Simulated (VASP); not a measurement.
# NaH (F-43m) in VASP: settings compared, part 2 of 2

VASP 6.6.1.

### Step 3. Single point, PBE

INCAR

```
ALGO = Normal
EDIFF = 1E-6
ENCUT = 520
GGA = PE
ISIF = 2
ISMEAR = 0
LASPH = True
LCHARG = True
LELF = True
LREAL = False
LVHAR = True
LWAVE = False
NBANDS = 11
NELM = 100
PREC = Accurate
SIGMA = 0.01
```

KPOINTS

```
k-points
0
Gamma
  6 6 6
```

POSCAR

```
NaH
1.0
    0.0000000000      2.5969210544      2.5969210544
    2.5969210544      0.0000000000      2.5969210544
    2.5969210544      2.5969210544      0.0000000000
Na H
1 1
Direct
    0.0000000000      0.0000000000      0.0000000000
    0.2500000000      0.2500000000      0.2500000000
```

Potentials or basis: VASP PAW PBE potentials, release 64 (Na_pv, H).

On the command line:

```sh
> cat potpaw_PBE.64/Na_pv/POTCAR potpaw_PBE.64/H/POTCAR > POTCAR
> mpirun -np 1 vasp_std > vasp.out
```

OUTCAR:

```text
EDIFF = 1E-6
   ENCUT = 520
   GGA = PE
   ISIF = 2
   ISMEAR = 0
   LASPH = True
   LREAL = False
   NELM = 100
   PREC = Accurate

 ion  position               nearest neighbor table
   1  0.000  0.000  0.000-
   2  0.250  0.250  0.250-

  LATTYP: Found a face centered cubic cell.
 ALAT       =     5.1938421088

  Lattice vectors:

 A1 = (   0.0000000000,   2.5969210544,   2.5969210544)
 A2 = (   2.5969210544,   0.0000000000,   2.5969210544)
 A3 = (   2.5969210544,   2.5969210544,   0.0000000000)

Analysis of symmetry for initial positions (statically):
=====================================================================
 Subroutine PRICEL returns:
 Original cell was already a primitive cell.

 Routine SETGRP: Setting up the symmetry group for a
 face centered cubic supercell.

 Subroutine GETGRP returns: Found 24 space group operations
 (whereof 24 operations were pure point group operations)
 out of a pool of 48 trial point group operations.

The static configuration has the point symmetry T_d .

Analysis of symmetry for dynamics (positions and initial velocities):
=====================================================================
 Subroutine PRICEL returns:
 Original cell was already a primitive cell.

 Routine SETGRP: Setting up the symmetry group for a
 face centered cubic supercell.

 Subroutine GETGRP returns: Found 24 space group operations
 (whereof 24 operations were pure point group operations)
 out of a pool of 48 trial point group operations.

The dynamic configuration has the point symmetry T_d .

 Subroutine INISYM returns: Found 24 space group operations
 (whereof 24 operations are pure point group operations),
 and found     1 'primitive' translations

----------------------------------------------------------------------------------------

                                     Primitive cell
[... 107 lines left out ...]
   GGA     = PE    functional components
   LHFCALC =     F    Hartree Fock is set to
   AEXX    =    0.0000 exact exchange contribution
   IVDW    =     0    specifies the selected vdW correction
   LEPSILON=     F    determine dielectric tensor
   LRPA    =     F    only Hartree local field effects (RPA)
 non-spin polarized calculation
 Gauss-broadening in eV      SIGMA  =   0.01
  energy-cutoff  :      520.00
  volume of cell :       35.03
 maximum number of plane-waves:       960
   NGX = 13   NGY = 13   NGZ = 13

 number of electron       8.0000009 magnetization

 Free energy of the ion-electron system (eV)
  ---------------------------------------------------
  ext. energy  EPLUGINS =         0.00000000
  ---------------------------------------------------
  free energy    TOTEN  =        -4.98993668 eV

  energy without entropy =       -4.98993668  energy(sigma->0) =       -4.98993668

 E-fermi :  -1.8405     XC(G=0):  -6.8758

 val. band max:       -1.9089083464   @ k =  -0.3333   0.5000   0.1667
 cond. band min:       1.7229161517   @ k =   0.5000   0.0000   0.0000
 fundamental gap:      3.6318244981
 Fermi energy:        -1.8405243446

 k-point     1 :       0.0000    0.0000    0.0000
  band No.  band energies     occupation
      1     -23.8800      2.00000
      2     -23.8800      2.00000
      3     -23.8800      2.00000
      4      -4.7273      2.00000
      5       6.3316      0.00000
      6      11.4490      0.00000
      7      11.4490      0.00000
      8      11.4490      0.00000
      9      14.1200      0.00000
     10      14.1200      0.00000
     11      14.1200      0.00000
[... 197 lines left out ...]
 k-point    16 :      -0.3333    0.5000    0.1667
  band No.  band energies     occupation
      1     -23.9188      2.00000
      2     -23.9035      2.00000
      3     -23.8968      2.00000
      4      -1.9089      2.00000
      5       3.6762      0.00000
      6       4.4431      0.00000
      7       5.9906      0.00000
      8      10.5117      0.00000
      9      13.3862      0.00000
     10      15.3443      0.00000
     11      18.1546      0.00000

------------------------ aborting loop because EDIFF is reached ----------------------------------------

  FORCE on cell =-STRESS in cart. coord.  units (eV):
  Direction    XX          YY          ZZ          XY          YZ          ZX
  --------------------------------------------------------------------------------------
  -------------------------------------------------------------------------------------
  Total        0.0490971      0.0490971      0.0490971      0.0000000      0.0000000      0.0000000
  in kB        2.2457414      2.2457414      2.2457414      0.0000000      0.0000000      0.0000000
  external PRESSURE =       2.2457414 kB  Pullay stress =       0.0000000 kB

 VOLUME and BASIS-vectors are now :
 -----------------------------------------------------------------------------
  energy-cutoff  :      520.00
  volume of cell :       35.03
      direct lattice vectors                 reciprocal lattice vectors
     0.000000000  2.596921054  2.596921054    -0.192535695  0.192535695  0.192535695
     2.596921054  0.000000000  2.596921054     0.192535695 -0.192535695  0.192535695
     2.596921054  2.596921054  0.000000000     0.192535695  0.192535695 -0.192535695

 POSITION                                       TOTAL-FORCE (eV/Angst)
 -----------------------------------------------------------------------------------
      0.00000      0.00000      0.00000        -0.000000     -0.000000     -0.000000
      1.29846      1.29846      1.29846         0.000000      0.000000      0.000000
 -----------------------------------------------------------------------------------
    total drift:                                0.000001      0.000001      0.000001

  FREE ENERGIE OF THE ION-ELECTRON SYSTEM (eV)
  ---------------------------------------------------
  free  energy   TOTEN  =        -4.9899366825 eV

  energy  without entropy=       -4.9899366825  energy(sigma->0) =       -4.98993668
```

OSZICAR:

```text
N       E                     dE             d eps       ncg     rms          rms(c)
DAV:   1     0.385856970640E+02    0.38586E+02   -0.44830E+03   355   0.704E+02
DAV:   2    -0.368941407212E+01   -0.42275E+02   -0.41666E+02   361   0.198E+02
DAV:   3    -0.552371336192E+01   -0.18343E+01   -0.18318E+01   455   0.387E+01
DAV:   4    -0.553624133177E+01   -0.12528E-01   -0.12526E-01   409   0.323E+00
DAV:   5    -0.553636268403E+01   -0.12135E-03   -0.12135E-03   397   0.337E-01    0.354E+00
DAV:   6    -0.508507114591E+01    0.45129E+00   -0.48760E-01   473   0.260E+00    0.158E+00
DAV:   7    -0.497796554699E+01    0.10711E+00   -0.44599E-01   402   0.209E+00    0.413E-01
DAV:   8    -0.498974032562E+01   -0.11775E-01   -0.22402E-02   361   0.101E+00    0.990E-02
DAV:   9    -0.498991271802E+01   -0.17239E-03   -0.23321E-03   408   0.370E-01    0.227E-02
DAV:  10    -0.498991081000E+01    0.19080E-05   -0.10122E-04   397   0.845E-02    0.750E-03
DAV:  11    -0.498993770744E+01   -0.26897E-04   -0.45473E-05   394   0.262E-02    0.831E-03
DAV:  12    -0.498993663236E+01    0.10751E-05   -0.45492E-06   400   0.802E-03    0.797E-04
DAV:  13    -0.498993668247E+01   -0.50111E-07   -0.20572E-07   242   0.254E-03
   1 F= -.49899367E+01 E0= -.49899367E+01  d E =-.153790E-23
```

stdout:

```text
POSCAR found type information on POSCAR NaH
 POSCAR found :  2 types and       2 ions
 scaLAPACK will be used
 LDA part: xc-table for (Slater+PW92), standard interpolation
 POSCAR, INCAR and KPOINTS ok, starting setup
 FFT: planning ... GRIDC
 FFT: planning ... GRID_SOFT
 FFT: planning ... GRID
 WAVECAR not read
 entering main loop
```

It took 9.4 s on 1 thread of Intel Xeon Platinum 8259CL at 2.50GHz (Skylake/Cascade Lake), shared host; peak memory 0.14 GiB.

Results:

* Free energy: -4.9899 eV
* Pressure: 0.2 GPa
* Band gap on the k mesh: 3.63 eV, indirect (least direct gap 4.32 eV)

Levels at points of the mesh, in eV from the valence-band top:
| k point | band 1 | band 2 | band 3 | band 4 | band 5 | band 6 | band 7 | band 8 | band 9 |
| --- | --- | --- | --- | --- | --- | --- | --- | --- | --- |
| (0.00, 0.00, 0.00) | -21.97 | -21.97 | -21.97 | -2.82 | 8.24 | 13.36 | 13.36 | 13.36 | 16.03 |
| (0.50, 0.00, 0.00) | -22.02 | -21.98 | -21.98 | -0.69 | 3.63 | 10.69 | 12.62 | 12.62 | 14.22 |
| (0.50, 0.50, 0.00) | -22.02 | -21.99 | -21.99 | -0.06 | 5.06 | 7.47 | 9.77 | 9.77 | 12.36 |

A k mesh can miss the band edges.
